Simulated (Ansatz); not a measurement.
**Ru: eigenvalues along the path**

```
CELL_PARAMETERS angstrom
0.00000 1.90541 1.90541
1.90541 0.00000 1.90541
1.90541 1.90541 0.00000
ATOMIC_POSITIONS crystal
Ru 0.00000 0.00000 0.00000
```

The structure comes from a relaxation in the same program, started in the fcc type, and has space group Fm-3m. Whether it is a known phase or the ground state wasn't checked.

These are results of Ansatz 0.2.0, DFT, PBE, all-electron LAPW, Dirac equation with spin-orbit coupling, not measurements.

Settings: a Γ-centred 16×16×16 k mesh, Fermi–Dirac smearing of 0.05 eV, basis error target 0.25 meV/atom, no spin polarisation.

Path points, in fractions of the reciprocal vectors: Γ (0.000, 0.000, 0.000), X (0.500, 0.000, 0.500), U (0.625, 0.250, 0.625), K (0.375, 0.375, 0.750), L (0.500, 0.500, 0.500), W (0.500, 0.250, 0.750). Levels in eV from the Fermi level, one of each degenerate spinor pair; bands 25 to 37, counted from the lowest band of the run. The gap is zero.

```
# k(1/Å) point b25 b27 b29 b31 b33 b35 b37
0.000 Γ -7.83 -2.63 -2.63 -2.42 -0.15 -0.15 14.82
0.330 - -7.29 -2.98 -2.33 -2.17 -0.59 0.00 15.72
0.660 - -5.97 -3.90 -1.60 -1.28 -1.25 0.41 18.04
0.989 - -5.39 -4.87 -0.78 -0.06 0.06 0.96 17.15
1.319 - -5.96 -5.56 1.31 1.34 1.61 1.88 14.24
1.649 X -6.27 -5.80 1.59 2.06 2.27 3.54 13.01
1.765 - -6.22 -5.75 1.47 1.65 2.15 4.13 12.80
1.882 - -6.08 -5.60 0.76 1.29 2.05 5.15 12.10
1.999 - -5.88 -5.32 -0.06 0.94 1.89 6.29 11.15
2.115 - -5.64 -4.94 -0.82 0.54 1.68 7.48 10.11
2.232 U -5.37 -4.50 -1.50 0.12 1.42 8.68 9.08
2.434 - -5.08 -4.23 -2.11 -0.21 1.49 8.67 9.32
2.636 - -4.66 -3.93 -2.91 -0.51 1.64 8.69 9.50
2.838 - -4.66 -3.93 -2.91 -0.51 1.64 8.69 9.50
3.039 - -5.08 -4.23 -2.11 -0.21 1.49 8.67 9.32
3.241 K -5.37 -4.50 -1.50 0.12 1.42 8.68 9.08
3.591 - -4.43 -3.44 -3.00 -0.92 0.44 6.04 12.51
3.941 - -4.31 -3.63 -2.88 -1.33 -0.66 3.17 14.33
4.291 - -5.75 -3.47 -2.19 -1.63 -1.06 0.81 16.16
4.640 - -7.23 -2.90 -2.39 -2.19 -0.47 -0.10 15.79
4.990 Γ -7.83 -2.63 -2.63 -2.42 -0.15 -0.15 14.82
5.276 - -7.42 -2.78 -2.48 -2.29 -0.27 -0.23 15.48
5.561 - -6.44 -3.01 -2.28 -2.02 -0.31 -0.17 16.13
5.847 - -5.81 -2.41 -2.21 -2.14 0.32 0.48 13.74
6.132 - -5.88 -2.68 -2.43 -0.26 1.19 1.33 11.24
6.418 L -5.98 -2.79 -2.56 0.95 1.58 1.73 9.82
6.651 - -5.74 -2.95 -2.43 -0.35 1.60 3.20 9.72
6.884 - -5.13 -3.52 -1.85 -1.61 1.47 5.18 9.48
7.118 - -4.36 -4.18 -2.62 -0.95 1.42 7.23 9.35
7.351 - -4.66 -3.70 -3.21 -0.51 1.80 9.16 9.65
7.584 W -4.84 -3.42 -3.41 -0.51 2.16 10.09 10.48
7.749 - -5.03 -4.25 -2.43 -0.25 2.16 8.93 11.43
7.914 - -5.45 -4.92 -1.30 0.34 2.16 7.49 12.07
8.079 - -5.87 -5.41 -0.07 0.98 2.16 5.98 12.41
8.243 - -6.17 -5.70 1.20 1.46 2.17 4.51 12.81
8.408 X -6.27 -5.80 1.59 2.06 2.27 3.54 13.01
```
